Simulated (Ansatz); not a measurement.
A 2-atom cell of TlBr (Pm-3m) from a materials database at its r2SCAN+rVV10 geometry, run in Ansatz 0.2.0 at 4 levels of theory. (Simulation; no magnetic order is allowed.)

The r2SCAN input:
```yaml
crystal:
  lattice:
    - [3.945184716, 0.0, 0.0]
    - [0.0, 3.945184716, 0.0]
    - [0.0, 0.0, 3.945184716]
  atoms:
    - { symbol: Tl, position: [0.0, 0.0, 0.0] }
    - { symbol: Br, position: [0.5, 0.5, 0.5] }
kpoints:
  mp_grid: { grid: [6, 6, 6] }
  band_path:
    path:
      - [0.0, 0.0, 0.0]
      - [0.0, 0.5, 0.0]
      - [0.5, 0.5, 0.0]
      - [0.5, 0.5, 0.5]
      - [0.0, 0.0, 0.5]
    npoints: 1
hamiltonian:
  xc: r2scan
scf:
  occupations: { method: fixed }
  n_extra_bands: 4
output:
  forces: true
  stress: true
  eigenvalues: true
```

Main results, then, where recorded, the levels near the gap in eV from the Fermi energy (columns number the bands from 0), one row a point of the path (Γ, X, M, R, X):
```
Crystal: 2 atoms, lattice volume = 61.405 Å³
Symmetry: 48 space group operations
Space group: Pm-3m (ITA 221)
```
```
Basis set: ecut = 500 eV, 1551 PW (Γ)
k-points: 20 of 216
SCF 1 converged in 6 iterations: F = -14253.377953 eV  dr2 = 7.98e-9
Free energy (F): -14253.377953 eV
Fermi energy:    5.225608 eV
--- Stress (GPa, compression-positive) ---
        1.061508       0.000000       0.000000
        0.000000       1.061508       0.000000
        0.000000       0.000000       1.061508
  P = ⅓ Tr σ = 1.0615 GPa (10.615 kbar)
```
```tsv
band_5	band_6	band_7	band_8	band_9	band_10	band_11	band_12
-10.367	-4.653	-1.494	-1.494	-1.494	7.460	7.460	7.818
-10.361	-5.765	-0.972	-0.972	0.000	2.227	6.212	6.212
-10.316	-3.778	-3.181	-3.181	-0.890	5.292	5.292	7.951
-10.313	-2.721	-2.149	-2.149	-2.149	2.393	2.393	2.393
-10.361	-5.765	-0.972	-0.972	0.000	2.227	6.212	6.212
```

The r2SCAN gap is direct at X: 2.23 eV.

**Question.** In the first input these blocks are replaced (the band path and keys that only write files left aside):
```yaml
kpoints:
  mp_grid: { grid: [4, 4, 4] }
hamiltonian:
  xc: r2scanh
```
What comes out?

**Answer.**
```
Basis set: ecut = 500 eV, 1551 PW (Γ)
k-points: 10 of 64
SCF 1 stopped early in 3 iterations: F = -14253.366569 eV  dr2 = 5.39e-5
Exchange kernel: α = 0.1000, full range, Wigner–Seitz truncation, v(0) = 8534.8824 eV·Å³, q-mesh 4×4×4
SCF 2 converged in 5 iterations: F = -14252.084435 eV  dr2 = 9.32e-8
hybrid outer 1: dexx = +2.688e-4 eV, tail = 5.40e-7 eV
SCF 3 converged in 2 iterations: F = -14252.084451 eV  dr2 = 6.40e-9
hybrid outer 2: dexx = +4.193e-9 eV, tail = 2.64e-8 eV, Δε = 1.55e-4 eV
Free energy (F): -14252.084451 eV
Fermi energy:    4.937282 eV
--- Stress (GPa, compression-positive) ---
        1.177539       0.000000       0.000000
        0.000000       1.177539       0.000000
        0.000000       0.000000       1.177539
  P = ⅓ Tr σ = 1.1775 GPa (11.775 kbar)
```
```tsv
band_5	band_6	band_7	band_8	band_9	band_10	band_11	band_12
-10.909	-4.790	-1.619	-1.619	-1.619	7.984	7.984	8.459
-10.903	-6.002	-1.077	-1.077	0.000	2.691	6.786	6.786
-10.854	-3.873	-3.367	-3.367	-0.991	5.864	5.864	8.599
-10.850	-2.754	-2.304	-2.304	-2.304	2.868	2.868	2.868
-10.903	-6.002	-1.077	-1.077	0.000	2.691	6.786	6.786
```
r2SCANh gives a direct gap of 2.69 eV at X. At this geometry r2SCANh finds +1.2 GPa, compression counted positive: its own equilibrium volume is larger. (The program warns that its thresholds are loose for a hybrid's stress.)

**Question.** In the first input these blocks are replaced (the band path and keys that only write files left aside):
```yaml
kpoints:
  mp_grid: { grid: [4, 4, 4] }
hamiltonian:
  xc: hse06
scf:
  occupations: { method: fixed }
  n_extra_bands: 8
magnetization:
  noncollinear: true
  spin_orbit: true
output:
  eigenvalues: true
```
What comes out?

**Answer.**
```
Basis set: ecut = 420 eV, 1213 PW (Γ)
k-points: 10 of 64
SCF 1 stopped early in 5 iterations: F = -14264.988622 eV  dr2 = 4.89e-6
Exchange kernel: α = 0.2500, screened, ω = 0.2079 Å⁻¹, Wigner–Seitz truncation, v(0) = 1033.5075 eV·Å³, q-mesh 4×4×4
SCF 2 stopped early in 7 iterations: F = -14242.690577 eV  dr2 = 1.42e-6
hybrid outer 1: dexx = +5.058e-3 eV, tail = 1.25e-5 eV
SCF 3 converged in 3 iterations: F = -14242.690687 eV  dr2 = 4.32e-8
hybrid outer 2: dexx = +1.759e-7 eV, tail = 1.00e-7 eV, Δε = 2.64e-3 eV
Free energy (F): -14242.690687 eV
Fermi energy:    5.075880 eV
```
```tsv
band_10	band_11	band_12	band_13	band_14	band_15	band_16	band_17	band_18	band_19	band_20	band_21	band_22	band_23	band_24	band_25
-10.478	-10.478	-4.930	-4.930	-2.207	-2.207	-1.604	-1.604	-1.604	-1.604	6.748	6.748	7.707	7.707	7.707	7.707
-10.520	-10.520	-6.239	-6.239	-1.475	-1.475	-1.044	-1.044	0.000	0.000	2.251	2.251	6.022	6.022	7.055	7.055
-10.439	-10.439	-3.939	-3.939	-3.683	-3.683	-3.572	-3.572	-1.133	-1.133	5.076	5.076	5.979	5.979	8.523	8.523
-10.499	-10.499	-2.778	-2.778	-2.754	-2.754	-2.371	-2.371	-2.371	-2.371	1.772	1.772	2.973	2.973	2.973	2.973
-10.520	-10.520	-6.239	-6.239	-1.475	-1.475	-1.044	-1.044	0.000	0.000	2.251	2.251	6.022	6.022	7.055	7.055
```
HSE06+SOC gives an indirect gap of 1.77 eV, from X to R; the least direct gap is 2.25 eV at X.

PBE0. Against the first input these blocks differ (the band path and keys that only write files left aside):
```yaml
kpoints:
  mp_grid: { grid: [4, 4, 4] }
hamiltonian:
  xc: pbe0
```

```
Basis set: ecut = 420 eV, 1213 PW (Γ)
k-points: 10 of 64
SCF 1 stopped early in 2 iterations: F = -14228.961700 eV  dr2 = 9.07e-5
Exchange kernel: α = 0.2500, full range, Wigner–Seitz truncation, v(0) = 8534.8824 eV·Å³, q-mesh 4×4×4
SCF 2 stopped early in 5 iterations: F = -14231.301272 eV  dr2 = 4.98e-6
hybrid outer 1: dexx = +7.258e-3 eV, tail = 2.29e-5 eV
SCF 3 converged in 4 iterations: F = -14231.301415 eV  dr2 = 2.13e-9
hybrid outer 2: dexx = +5.054e-7 eV, tail = 1.10e-8 eV, Δε = 3.10e-3 eV
Free energy (F): -14231.301415 eV
Fermi energy:    4.707262 eV
--- Stress (GPa, compression-positive) ---
        1.658822       0.000000       0.000000
        0.000000       1.658822       0.000000
        0.000000       0.000000       1.658822
  P = ⅓ Tr σ = 1.6588 GPa (16.588 kbar)
```
```tsv
band_5	band_6	band_7	band_8	band_9	band_10	band_11	band_12
-11.461	-5.001	-1.802	-1.802	-1.802	8.403	8.403	9.084
-11.455	-6.312	-1.226	-1.226	0.000	3.091	7.335	7.335
-11.395	-3.993	-3.640	-3.640	-1.132	6.446	6.446	9.229
-11.391	-2.766	-2.516	-2.516	-2.516	3.330	3.330	3.330
-11.455	-6.312	-1.226	-1.226	0.000	3.091	7.335	7.335
```

PBE0 gives a direct gap of 3.09 eV at X. The mean pressure is +1.7 GPa (compression positive), so PBE0 would enlarge the cell's volume. The stress of a hybrid is loosely converged here.

Small level splittings and stresses of the hybrids carry the error of their coarser meshes.

Totals of different functionals, or with and without spin-orbit coupling, can't be compared.

Only the levels marked +SOC include spin-orbit coupling.

The meshes of the hybrids are coarse, so their gaps aren't converged to the digits shown.
